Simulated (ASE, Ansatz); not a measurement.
# Convergence of a linear-scaling basis for PbS/SnS superlattice along [001] (384 atoms), part 2 of 2

Wanted: errors and times of a linear-scaling basis for PbS/SnS superlattice along [001] (384 atoms). A setting counts as converged where the r.m.s. difference of forces stays under 1 % of the r.m.s. force.

Ansatz 0.2.0; Kohn-Sham DFT, PBE, PAW (set soft_2), plane waves.

The cell: 32 Pb, 192 S and 160 Sn. The host structure and its lattice constant were typed by rule, without a check against the phase diagram. The Brillouin zone is sampled at Γ only, in a cell whose shortest periodic width is 16 Å. The levels lack spin–orbit coupling.

So far. Step 4 (Support functions medium): Forces differ from the reference by 0.39 meV/Å r.m.s., 0.42 % of their size, within a tolerance of 1 %; the energy by -0.75 meV/atom. Step 5 (Support functions high): Forces differ from the reference by 0.10 meV/Å r.m.s., 0.11 % of their size, well within a tolerance of 1 %; the energy by -0.69 meV/atom. It took 23 s and 21 cycles; the reference's time can't be set against it, since the two runs asked for unlike analyses.

**6. Support functions medium, radius 3.47 Å**

The radius confines each support function; a larger one gives more freedom and more work per atom.

This step: Kohn-Sham DFT, PBE, PAW (set soft_2), localised support functions (medium) (Ansatz 0.2.0).

Input file input.yaml:

```yaml
crystal:
  lattice:
    - [16.40488, 0.0, 0.0]
    - [0.0, 16.40488, 0.0]
    - [0.0, 0.0, 35.03316]
  atoms:
    [... the 384 atom lines of step 2 ...]
kpoints:
  mp_grid: { grid: [1, 1, 1] }
hamiltonian:
  xc: pbe
scf:
  occupations: { method: gaussian, width: 0.05 }
  eigensolver: { kind: { support_functions: { accuracy: medium, radius: 3.47 } } }
  mixing: { beta: 0.2 }
  max_iter: 150
output:
  forces: true
  eigenvalues: true
```

The run is started by

```bash
$ ansatz run input.yaml --threads 32 --pin off --max-ram 143360MiB --backend cuda --events-out ev --progress --plain --runs-dir out
```

Numbers of over 12 decimals in the logs are rounded to 6 here.

Output:

```text
Warning: scf.eigensolver.kind.support_functions: disabling space-group detection — the functions' gradient is summed over unrotated k-points, so no spatial operation reduces the k-mesh or symmetrises the density; time reversal is kept, so that k and −k are solved as one point where they differ and the mesh holds both, and exact exchange and, on two spinor components, a DFT+U term hold to it where the run has them: [...]
settings of this run that can trade accuracy for cost: scf.eigensolver.kind.support_functions [...]
Engine: ansatz 0.2.0, aarch64-unknown-linux-gnu
Pseudopotentials: kind: paw
Pseudopotential: Pb, paw, valence charge 14, recommended cutoff 420 eV (normal), Pb.paw.azcp
Pseudopotential: S, paw, valence charge 6, recommended cutoff 420 eV (normal), S.paw.azcp
Pseudopotential: Sn, paw, valence charge 14, recommended cutoff 420 eV (normal), Sn.paw.azcp
[... 5 lines on functional and potentials left out ...]
device memory: the entry about to start is reckoned to put 2.1 GiB on a device that reports 182.5 GiB free
Error: SCF: the radius of support functions is under 4.13 Å, the least for these sites at the functions' level (scf.eigensolver.kind.support_functions.accuracy). Use scf.eigensolver.kind: auto, or type scf.eigensolver.kind.support_functions.radius at least as long, [...]
```

The job ended after 1.9 s (1 × NVIDIA GB200 with 32 threads of Arm Neoverse V2, shared host; peak memory 1.1 GiB).

That memory is the host's; the program planned up to 2.1 GiB on the GPU.

The program refuses radii under 4.13 Å for these atoms at this level.

**7. Support functions medium, radius 3.82 Å**

The radius confines each support function; a larger one gives more freedom and more work per atom.

input.yaml, the sections that differ from step 6:

```yaml
scf:
  occupations: { method: gaussian, width: 0.05 }
  eigensolver: { kind: { support_functions: { accuracy: medium, radius: 3.82 } } }
  mixing: { beta: 0.2 }
  max_iter: 150
# crystal, kpoints, hamiltonian, output: as in step 6
```

Output:

```text
Warning: scf.eigensolver.kind.support_functions: disabling space-group detection — the functions' gradient is summed over unrotated k-points, so no spatial operation reduces the k-mesh or symmetrises the density; time reversal is kept, so that k and −k are solved as one point where they differ and the mesh holds both, and exact exchange and, on two spinor components, a DFT+U term hold to it where the run has them: [...]
settings of this run that can trade accuracy for cost: scf.eigensolver.kind.support_functions [...]
Engine: ansatz 0.2.0, aarch64-unknown-linux-gnu
Pseudopotentials: kind: paw
Pseudopotential: Pb, paw, valence charge 14, recommended cutoff 420 eV (normal), Pb.paw.azcp
Pseudopotential: S, paw, valence charge 6, recommended cutoff 420 eV (normal), S.paw.azcp
Pseudopotential: Sn, paw, valence charge 14, recommended cutoff 420 eV (normal), Sn.paw.azcp
[... 5 lines on functional and potentials left out ...]
device memory: the entry about to start is reckoned to put 2.1 GiB on a device that reports 182.5 GiB free
Error: SCF: the radius of support functions is under 4.13 Å, the least for these sites at the functions' level (scf.eigensolver.kind.support_functions.accuracy). Use scf.eigensolver.kind: auto, or type scf.eigensolver.kind.support_functions.radius at least as long, [...]
```

Run time: 1.4 s. Hardware: 1 × NVIDIA GB200 with 32 threads; peak memory 1.1 GiB.

That memory is the host's; the program planned up to 2.1 GiB on the GPU.

The program refuses radii under 4.13 Å for these atoms at this level.

**8. Support functions medium, radius 4.08 Å**

The radius confines each support function; a larger one gives more freedom and more work per atom.

input.yaml, the sections that differ from step 7:

```yaml
scf:
  occupations: { method: gaussian, width: 0.05 }
  eigensolver: { kind: { support_functions: { accuracy: medium, radius: 4.08 } } }
  mixing: { beta: 0.2 }
  max_iter: 150
# crystal, kpoints, hamiltonian, output: as in step 7
```

Output:

```text
Warning: scf.eigensolver.kind.support_functions: disabling space-group detection — the functions' gradient is summed over unrotated k-points, so no spatial operation reduces the k-mesh or symmetrises the density; time reversal is kept, so that k and −k are solved as one point where they differ and the mesh holds both, and exact exchange and, on two spinor components, a DFT+U term hold to it where the run has them: [...]
settings of this run that can trade accuracy for cost: scf.eigensolver.kind.support_functions [...]
Engine: ansatz 0.2.0, aarch64-unknown-linux-gnu
Pseudopotentials: kind: paw
Pseudopotential: Pb, paw, valence charge 14, recommended cutoff 420 eV (normal), Pb.paw.azcp
Pseudopotential: S, paw, valence charge 6, recommended cutoff 420 eV (normal), S.paw.azcp
Pseudopotential: Sn, paw, valence charge 14, recommended cutoff 420 eV (normal), Sn.paw.azcp
[... 5 lines on functional and potentials left out ...]
device memory: the entry about to start is reckoned to put 2.1 GiB on a device that reports 182.5 GiB free
Error: SCF: the radius of support functions is under 4.13 Å, the least for these sites at the functions' level (scf.eigensolver.kind.support_functions.accuracy). Use scf.eigensolver.kind: auto, or type scf.eigensolver.kind.support_functions.radius at least as long, [...]
```

It took 1.4 s on 1 × NVIDIA GB200 with 32 threads; peak memory 1.1 GiB.

That memory is the host's; the program planned up to 2.1 GiB on the GPU.

The program refuses radii under 4.13 Å for these atoms at this level.

**9. Support functions medium, radius 4.77 Å**

The radius confines each support function; a larger one gives more freedom and more work per atom.

input.yaml, the sections that differ from step 8:

```yaml
scf:
  occupations: { method: gaussian, width: 0.05 }
  eigensolver: { kind: { support_functions: { accuracy: medium, radius: 4.77 } } }
  mixing: { beta: 0.2 }
  max_iter: 150
# crystal, kpoints, hamiltonian, output: as in step 8
```

Output:

```text
[...]
GPU FFT provider: cuFFT
GPU libraries: cuBLAS 13.8.1, cuFFT 12.4.0, cuSOLVER 12.3.2
[...]
Crystal: 384 atoms, lattice volume = 9428.127 Å³
Basis set: ecut = 420 eV, 184237 PW (Γ), exchange–correlation on 240×240×480 points (8 copies of the dense FFT grid, shifted against one another)
Bands: 2304, of which v1, the nominal top of the filled ones, is band 1920 counted from 1 (1919 counted from 0)
Symmetry: 1 space group operations
k-points: 1
[...]
GPU buffer pool allocated for 3456000 grid points (all kernels)
[...]
SCF iter   1: F=—  HF=-1518021.566904 eV  |F-HF|=—  |Δ(HF+E_count)|=         —  Δρ=2.32e-2  dr2=7.45e1  ethr=1.00e-1
[...]
SCF iter  14: F=—  HF=-1518237.712106 eV  |F-HF|=—  |Δ(HF+E_count)|=   6.07e-3  Δρ=2.05e-5  dr2=2.64e-5  ethr=1.46e-9
SCF iter  15: F=-1518237.712111 eV  HF=-1518237.712111 eV  |F-HF|=2.20e-7  |Δ(HF+E_count)|=   4.58e-6  Δρ=7.72e-6  dr2=4.13e-6  ethr=6.89e-10
SCF 1 converged in 15 iterations: F = -1518237.807207 eV  dr2 = 4.13e-6
[...]
SCF converged after 15 iterations
[...]
Free energy (F): -1518237.807207 eV
[...]
Internal energy: -1518237.807205 eV  (E = F + TS)
E sigma→0 (E₀):  -1518237.807206 eV
Entropy (-TS):   -0.000002 eV (-0.000 meV/atom)
Fermi energy:    8.928959 eV
[...]
Σ components = -1518237.807207   (vs F -1518237.807207, Δ=0.00e0)
--- Forces (eV/Å), atoms counted from 1 ---
[... 384 lines of forces left out ...]
  max |Σ_I F_I| component: 8.69e-3 eV/Å
--- Band table (eV) ---
[... left out ...]
```

Elapsed: 12 s, on 1 × NVIDIA GB200 with 32 threads; peak memory 2.5 GiB; 32 s of CPU time.

That memory is the host's; the program planned up to 14.3 GiB on the GPU.

Keys that differ from the reference: support_functions.accuracy = "medium", support_functions.radius = 4.77, scf.max_iter = 150 and scf.mixing.beta = 0.2.

Forces differ from the reference by 0.24 meV/Å r.m.s., 0.26 % of their size, well within a tolerance of 1 %; the energy by -0.75 meV/atom.

**10. Support functions medium, radius 5.21 Å**

The radius confines each support function; a larger one gives more freedom and more work per atom.

input.yaml, the sections that differ from step 9:

```yaml
scf:
  occupations: { method: gaussian, width: 0.05 }
  eigensolver: { kind: { support_functions: { accuracy: medium, radius: 5.21 } } }
  mixing: { beta: 0.2 }
  max_iter: 150
# crystal, kpoints, hamiltonian, output: as in step 9
```

Output:

```text
[...]
GPU FFT provider: cuFFT
GPU libraries: cuBLAS 13.8.1, cuFFT 12.4.0, cuSOLVER 12.3.2
[...]
Crystal: 384 atoms, lattice volume = 9428.127 Å³
Basis set: ecut = 420 eV, 184237 PW (Γ), exchange–correlation on 240×240×480 points (8 copies of the dense FFT grid, shifted against one another)
Bands: 2304, of which v1, the nominal top of the filled ones, is band 1920 counted from 1 (1919 counted from 0)
Symmetry: 1 space group operations
k-points: 1
[...]
GPU buffer pool allocated for 3456000 grid points (all kernels)
[...]
SCF iter   1: F=—  HF=-1518020.352925 eV  |F-HF|=—  |Δ(HF+E_count)|=         —  Δρ=2.35e-2  dr2=7.74e1  ethr=1.00e-1
[...]
SCF iter  14: F=—  HF=-1518237.768873 eV  |F-HF|=—  |Δ(HF+E_count)|=   1.91e-3  Δρ=1.97e-5  dr2=2.36e-5  ethr=1.19e-9
SCF iter  15: F=-1518237.768879 eV  HF=-1518237.768879 eV  |F-HF|=1.43e-7  |Δ(HF+E_count)|=   5.24e-6  Δρ=7.53e-6  dr2=4.22e-6  ethr=6.16e-10
SCF 1 converged in 15 iterations: F = -1518237.807922 eV  dr2 = 4.22e-6
[...]
SCF converged after 15 iterations
[...]
Free energy (F): -1518237.807922 eV
[...]
Internal energy: -1518237.807920 eV  (E = F + TS)
E sigma→0 (E₀):  -1518237.807921 eV
Entropy (-TS):   -0.000002 eV (-0.000 meV/atom)
Fermi energy:    8.928951 eV
[...]
Σ components = -1518237.807922   (vs F -1518237.807922, Δ=0.00e0)
--- Forces (eV/Å), atoms counted from 1 ---
[... 384 lines of forces left out ...]
  max |Σ_I F_I| component: 7.78e-4 eV/Å
--- Band table (eV) ---
[... left out ...]
```

The job ended after 13 s (1 × NVIDIA GB200 with 32 threads; peak memory 2.6 GiB; 34 s of CPU time).

That memory is the host's; the program planned up to 16.2 GiB on the GPU.

Keys that differ from the reference: support_functions.accuracy = "medium", support_functions.radius = 5.21, scf.max_iter = 150 and scf.mixing.beta = 0.2.

Forces differ from the reference by 0.17 meV/Å r.m.s., 0.18 % of their size, well within a tolerance of 1 %; the energy by -0.75 meV/atom.

Runs without a result: support functions medium, radius 3.47 Å (error); support functions medium, radius 3.82 Å (error); support functions medium, radius 4.08 Å (error).

**11. Cost against change**

Each row is set against the plane-wave reference (Kohn-Sham DFT, PBE, PAW (set soft_2), plane waves; r.m.s. force component 0.0925 eV/Å). Energies are set beside the reference only for runs with its functional, potentials and electron count. Times are for 1 × NVIDIA GB200 with 32 threads of Arm Neoverse V2, shared host. The reference's time includes the DOS, the stress and grids, which some other runs skip.

| run | Δ force, r.m.s. (meV/Å) | share of r.m.s. force (%) | Δ energy (meV/atom) | Δ gap (eV) | cycles | time | host memory (GiB) | planned on the GPU (GiB) |
| --- | --- | --- | --- | --- | --- | --- | --- | --- |
| reference | - | - | - | - | 10 | 13 s | 5.1 | 47 |
| support functions low | 0.404 | 0.436 | -0.747 | -2.0e-4 | 14 | 10 s | 2.5 | 12 |
| support functions medium | 0.386 | 0.417 | -0.747 | -1.0e-4 | 16 | 11 s | 2.3 | 12 |
| support functions high | 0.105 | 0.113 | -0.695 | 0 | 21 | 23 s | 2.9 | 26 |
| support functions medium, radius 4.77 Å | 0.237 | 0.256 | -0.748 | -1.0e-4 | 15 | 12 s | 2.5 | 14 |
| support functions medium, radius 5.21 Å | 0.167 | 0.180 | -0.75 | 0 | 15 | 13 s | 2.6 | 16 |

**12. What the reference run shows**

The comparisons rest on this run, so its electronic structure is set out here.

Length of the force by element:

| element | coordination | atoms | mean length of the force (eV/Å) | spread | least | most |
| --- | --- | --- | --- | --- | --- | --- |
| Pb | all | 32 | 0.212 | 0.0891 | 0.0675 | 0.375 |
| S | all | 192 | 0.139 | 0.0741 | 0.0282 | 0.450 |
| Sn | all | 160 | 0.136 | 0.0528 | 0.0191 | 0.275 |

Intrinsic-atomic-orbital charges by element:

| element | coordination | atoms | mean charge (e) | spread | least | most |
| --- | --- | --- | --- | --- | --- | --- |
| Pb | all | 32 | 0.463 | 0.0043 | 0.455 | 0.469 |
| S | all | 192 | -0.423 | 0.0208 | -0.483 | -0.396 |
| Sn | all | 160 | 0.415 | 0.0061 | 0.403 | 0.431 |

Charge against the make-up of the first shell:

| Sn neighbours of S | atoms | mean charge (e) |
| --- | --- | --- |
| 1 | 32 | -0.466 |
| 5 | 32 | -0.425 |
| 6 | 128 | -0.412 |

By region:

| region | atoms | mean length of the force (eV/Å) | net charge (e) |
| --- | --- | --- | --- |
| PbS | 64 | 0.206 | -0.1 |
| SnS | 320 | 0.131 | 0.1 |

Density of states as counts of states in windows of 1 eV (from the Fermi level), total and some projections:

| from (eV) | to (eV) | total | S p | Sn p | PbS | Sn s | S s |
| --- | --- | --- | --- | --- | --- | --- | --- |
| -14 | -13 | 217.6 | 1.5 | 33.4 | 21.9 | 13.2 | 161.4 |
| -13 | -12 | 158.0 | 0.3 | 13.5 | 41.4 | 2.1 | 133.6 |
| -12 | -10 | 0.0 | 0.0 | 0.0 | 0.0 | 0.0 | 0.0 |
| -10 | -9 | 7.9 | 2.3 | 0.0 | 7.1 | 0.3 | 0.2 |
| -9 | -8 | 83.0 | 22.5 | 0.8 | 45.0 | 21.8 | 3.9 |
| -8 | -7 | 219.8 | 65.4 | 7.0 | 9.7 | 129.4 | 11.6 |
| -7 | -6 | 74.1 | 18.8 | 4.1 | 2.8 | 40.2 | 9.3 |
| -6 | -5 | 83.2 | 44.6 | 27.4 | 9.3 | 5.0 | 1.8 |
| -5 | -4 | 239.6 | 153.8 | 61.7 | 36.2 | 6.5 | 3.1 |
| -4 | -3 | 296.0 | 223.0 | 51.2 | 47.3 | 5.5 | 2.0 |
| -3 | -2 | 300.0 | 221.6 | 34.4 | 59.0 | 25.5 | 3.1 |
| -2 | -1 | 161.8 | 95.3 | 18.5 | 27.7 | 33.1 | 4.3 |
| -1 | 0 | 71.0 | 30.7 | 14.3 | 9.9 | 17.4 | 2.6 |
| 0 | 1 | 74.4 | 13.1 | 38.7 | 9.7 | 3.4 | 10.0 |
| 1 | 2 | 238.1 | 25.0 | 156.0 | 34.1 | 3.0 | 16.5 |

The curve was stored every 0.100 eV, coarse against its broadening of 0.08 eV, so these counts are rough.

Between -22 and -14 eV lie 1929 more states.

Not all projections were asked for or kept, so they needn't add up to the total.

The levels nearest the highest filled one (over half full), pooled over k-points and spins:

| level less the highest filled one (eV) | occupation |
| --- | --- |
| -0.0477 | 2 |
| -0.0459 | 2 |
| -0.0107 | 2 |
| -0.01 | 2 |
| -0.003 | 2 |
| 0 | 2 |
| 0.333 | 0 |
| 0.335 | 0 |
| 0.336 | 0 |
| 0.338 | 0 |
| 0.401 | 0 |
| 0.403 | 0 |

Planar average of the electrostatic potential energy along the normal, with the Fermi level as zero, after a running mean with a triangular window 4 Å wide at its base:

| height (Å) | potential energy (eV) |
| --- | --- |
| 0.0 | -5.94 |
| 1.0 | -4.00 |
| 2.0 | -4.08 |
| 2.9 | -5.84 |
| 3.9 | -3.97 |
| 5.0 | -2.41 |
| 6.0 | -3.30 |
| 7.0 | -2.50 |
| 8.0 | -2.61 |
| 8.9 | -3.37 |
| 9.9 | -2.48 |
| 10.9 | -2.62 |
| 12.0 | -3.36 |
| 13.0 | -2.32 |
| 14.0 | -2.84 |
| 14.9 | -3.34 |
| 15.9 | -2.29 |
| 16.9 | -2.86 |
| 18.0 | -3.26 |
| 19.0 | -2.21 |
| 20.0 | -3.07 |
| 20.9 | -3.26 |
| 21.9 | -2.22 |
| 22.9 | -3.11 |
| 23.9 | -3.12 |
| 25.0 | -2.22 |
| 26.0 | -3.25 |
| 26.9 | -3.07 |
| 27.9 | -2.19 |
| 28.9 | -3.25 |
| 29.9 | -2.88 |
| 30.9 | -2.29 |
| 32.0 | -3.35 |
| 32.8 | -3.01 |
| 33.9 | -3.65 |
| 34.9 | -5.90 |

Mean intrinsic-atomic-orbital charges: Pb +0.46, S -0.42, Sn +0.42 e. The charge on S changes by +0.011 e for each Sn neighbour that takes the place of another kind, on average.

**13. Local order**

Bonds and neighbours are counted at the geometry of the runs.

Density 5.60 g/cm³, 24.55 Å³ an atom.

g(r), total and by pair (bins of 0.2 Å):

| r (Å) | total | S-S | S-Sn | S-Pb | Sn-Sn | Sn-Pb | Pb-Pb |
| --- | --- | --- | --- | --- | --- | --- | --- |
| 2.80 | 3.17 | 0.00 | 6.60 | 5.10 | 0.00 | 0.00 | 0.00 |
| 3.00 | 3.77 | 0.00 | 7.35 | 8.54 | 0.00 | 0.00 | 0.00 |
| 3.20 | 0.00 | 0.00 | 0.00 | 0.00 | 0.00 | 0.00 | 0.00 |
| 3.40 | 0.00 | 0.00 | 0.00 | 0.00 | 0.00 | 0.00 | 0.00 |
| 3.60 | 0.00 | 0.00 | 0.00 | 0.00 | 0.00 | 0.00 | 0.00 |
| 3.80 | 0.00 | 0.00 | 0.00 | 0.00 | 0.00 | 0.00 | 0.00 |
| 4.00 | 2.97 | 5.80 | 0.00 | 0.00 | 7.70 | 1.37 | 13.25 |
| 4.20 | 3.97 | 8.09 | 0.00 | 0.00 | 7.90 | 4.09 | 41.40 |
| 4.40 | 0.00 | 0.00 | 0.00 | 0.00 | 0.00 | 0.00 | 0.00 |
| 4.60 | 0.00 | 0.00 | 0.00 | 0.00 | 0.00 | 0.00 | 0.00 |
| 4.80 | 0.00 | 0.00 | 0.00 | 0.00 | 0.00 | 0.00 | 0.00 |
| 5.00 | 2.89 | 0.00 | 6.08 | 4.30 | 0.00 | 0.00 | 0.00 |
| 5.20 | 0.19 | 0.00 | 0.11 | 1.76 | 0.00 | 0.00 | 0.00 |
| 5.40 | 0.00 | 0.00 | 0.00 | 0.00 | 0.00 | 0.00 | 0.00 |
| 5.60 | 0.00 | 0.00 | 0.00 | 0.00 | 0.00 | 0.00 | 0.00 |
| 5.80 | 1.62 | 3.23 | 0.00 | 0.00 | 3.91 | 0.52 | 13.95 |
| 6.00 | 0.12 | 0.23 | 0.00 | 0.00 | 0.00 | 0.82 | 0.00 |
| 6.20 | 0.00 | 0.00 | 0.00 | 0.00 | 0.00 | 0.00 | 0.00 |
| 6.40 | 3.46 | 0.00 | 7.46 | 4.12 | 0.00 | 0.00 | 0.00 |
| 6.60 | 2.04 | 0.00 | 3.59 | 6.46 | 0.00 | 0.00 | 0.00 |
| 6.80 | 0.06 | 0.00 | 0.07 | 0.41 | 0.00 | 0.00 | 0.00 |
| 7.00 | 1.68 | 3.34 | 0.00 | 0.00 | 4.32 | 1.23 | 0.88 |
| 7.20 | 2.90 | 5.80 | 0.00 | 0.00 | 5.35 | 5.76 | 17.48 |
| 7.40 | 0.05 | 0.10 | 0.00 | 0.00 | 0.00 | 0.33 | 0.00 |
| 7.60 | 0.00 | 0.00 | 0.00 | 0.00 | 0.00 | 0.00 | 0.00 |
| 7.80 | 0.00 | 0.00 | 0.00 | 0.00 | 0.00 | 0.00 | 0.00 |

Bonds by pair of elements; cutoffs follow the first minimum of g(r), held within bounds set by covalent radii, and pairs that aren't listed don't count as bonded:

| pair A-B | cutoff (Å) | bonds | mean length (Å) | spread (Å) | shortest (Å) | B about A | A about B |
| --- | --- | --- | --- | --- | --- | --- | --- |
| S-Sn | 3.38 | 960 | 2.90 | 0.03 | 2.80 | 5 | 6 |
| S-Pb | 3.43 | 192 | 2.93 | 0.058 | 2.82 | 1 | 6 |

How many atoms have how many bonded neighbours:

| element | mean | 6 |
| --- | --- | --- |
| Pb | 6 | 32 |
| S | 6 | 192 |
| Sn | 6 | 160 |

First main peaks of g(r), for some of the pairs, lie near 4.11 Å (S-S), 2.90 Å (S-Sn), 2.93 Å (S-Pb), 4.10 Å (Sn-Sn), 4.14 Å (Sn-Pb) and 4.14 Å (Pb-Pb). With the cutoffs above, all Pb atoms have 6, all S atoms have 6 and all Sn atoms have 6 bonded neighbours.

The surroundings of S20, which bears the longest force, nearest first, numbered as they follow in the input and with coordinates relative to it.

| atom | x | y | z | distance (Å) | bonds | intrinsic-atomic-orbital charge (e) | Fx | Fy | Fz (eV/Å) |
| --- | --- | --- | --- | --- | --- | --- | --- | --- | --- |
| S20 | 0.00 | 0.00 | 0.00 | 0.00 | 6 | -0.47 | -0.196 | -0.319 | 0.249 |
| Pb21 | 2.03 | 1.97 | 0.05 | 2.83 | 6 | 0.46 | -0.069 | 0.227 | -0.020 |
| Pb19 | -2.10 | 1.97 | 0.05 | 2.88 | 6 | 0.47 | 0.103 | 0.144 | -0.132 |
| Pb133 | 2.03 | -2.09 | 0.05 | 2.91 | 6 | 0.47 | -0.033 | -0.068 | -0.079 |
| Pb131 | -2.10 | -2.09 | 0.01 | 2.96 | 6 | 0.47 | 0.057 | -0.022 | 0.041 |
| Pb5 | -0.02 | -0.08 | -3.01 | 3.01 | 6 | 0.46 | -0.103 | 0.086 | 0.199 |
| Sn29 | -0.06 | -0.04 | 3.05 | 3.05 | 6 | 0.42 | 0.037 | -0.050 | -0.083 |
| S44 | -0.03 | 4.05 | 0.03 | 4.06 | 6 | -0.48 | -0.028 | -0.071 | 0.178 |
| S22 | 4.08 | -0.05 | 0.02 | 4.08 | 6 | -0.46 | -0.135 | -0.024 | 0.236 |
| S14 | 2.01 | 1.99 | -2.96 | 4.10 | 6 | -0.46 | -0.004 | 0.006 | -0.147 |

The column of bonds counts only the pairs S-Sn within 3.38 Å, S-Pb within 3.43 Å; other neighbours, such as metal atoms beside each other in a compound, aren't counted, and periodic images can show an atom twice.

**14. What came out**

```json
{
  "free energy per atom": "-3953.7435 eV/atom",
  "density": "5.597 g/cm³",
  "pressure": "1.583 GPa",
  "r.m.s. force component": "0.09251 eV/Å",
  "gap (highest filled to lowest empty level)": "0.3331 eV",
  "wall time of the 6 DFT runs": "81 s"
}
```

What this shows: Against plane waves at 420 eV, the forces differ by 0.39 meV/Å (0.42 %) with support functions medium, and by 0.10 meV/Å in the closest run (support functions high). Differences between support functions and plane waves include what basis error the plane-wave run still has. As the radius goes from 4.34 to 5.21 Å, the force difference goes from 0.39 to 0.17 meV/Å, and the time from 11 s to 13 s.

The highest filled and lowest empty levels differ by 0.333 eV at Γ alone; the mesh holds the band edges only if they fold onto it, so the gap at this level can be narrower or closed. With the cutoffs above, all Pb atoms have 6, all S atoms have 6 and all Sn atoms have 6 bonded neighbours.

**Limits.** The pressure of 1.6 GPa shows the cell to be compressed for this functional.

[Logs are printed without paths, hosts, clocks, repeated set-up lines and the standing remarks that a program may print on its own settings, such as how far it seeks lower states.]

[Hosts, paths, dates, database ids (printed as entryN), source tags and the programs' standing remarks are cut or masked in the printed files.]
